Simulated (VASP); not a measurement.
From VASP inputs to Ansatz: SrO (strained rocksalt)

INCAR

```
EDIFF = 1E-7
LWAVE = .FALSE.
ISMEAR = -1
LASPH = .TRUE.
PREC = Accurate
ENCUT = 520
NELM = 120
SIGMA = 0.02
ISIF = 2
IBRION = -1
LCHARG = .FALSE.
NBANDS = 15
LREAL = .FALSE.
GGA = PE
NSW = 0
```

KPOINTS

```
KPOINTS created by Atomic Simulation Environment
0
Gamma
8 8 8
0 0 0
```

KPOINTS_OPT

```
special points
6
Reciprocal
0.0000000000 0.0000000000 0.0000000000 1
0.5000000000 0.0000000000 0.5000000000 1
0.6250000000 0.2500000000 0.6250000000 1
0.3750000000 0.3750000000 0.7500000000 1
0.5000000000 0.5000000000 0.5000000000 1
0.5000000000 0.2500000000 0.7500000000 1
```

POSCAR

```
Sr O
 1.0000000000000000
     0.0000000000000000    2.5282944800000000    2.5282944800000000
     2.5282944800000000    0.0000000000000000    2.5282944800000000
     2.5282944800000000    2.5282944800000000    0.0000000000000000
 Sr  O
   1   1
Cartesian
  0.0000000000000000  0.0000000000000000  0.0000000000000000
  2.5282944800000000  2.5282944800000000  2.5282944800000000
```

VASP ran with the recommended PBE PAW datasets (16 valence electrons in the cell).

Problem. Translate these files to an Ansatz input.

Solution. 

```yaml
crystal:
  lattice:
    - [0.0, 2.52829448, 2.52829448]
    - [2.52829448, 0.0, 2.52829448]
    - [2.52829448, 2.52829448, 0.0]
  atoms:
    - { symbol: Sr, position: [0.0, 0.0, 0.0] }
    - { symbol: O, position: [0.5, 0.5, 0.5] }
kpoints:
  mp_grid: { grid: [8, 8, 8] }
  band_path:
    path:
      - [0.0, 0.0, 0.0]
      - [0.5, 0.0, 0.5]
      - [0.625, 0.25, 0.625]
      - [0.375, 0.375, 0.75]
      - [0.5, 0.5, 0.5]
      - [0.5, 0.25, 0.75]
    npoints: 1
hamiltonian:
  xc: pbe
scf:
  occupations: { method: fermi_dirac, width: 0.02 }
  n_extra_bands: 4
output:
  forces: true
  stress: true
  eigenvalues: true
```

Other inputs would serve too.

|  | VASP | Ansatz |
| --- | --- | --- |
| gap between bands v and c | 3.23 eV | 3.28 eV |
| least direct gap | 3.28 eV | 3.32 eV |
| pressure | 9.0 GPa | 8.2 GPa |

Datasets and cutoffs are each program's own. VASP's cell holds 16 valence electrons and Ansatz's 16. Ansatz's stress includes a Pulay correction; VASP's doesn't.
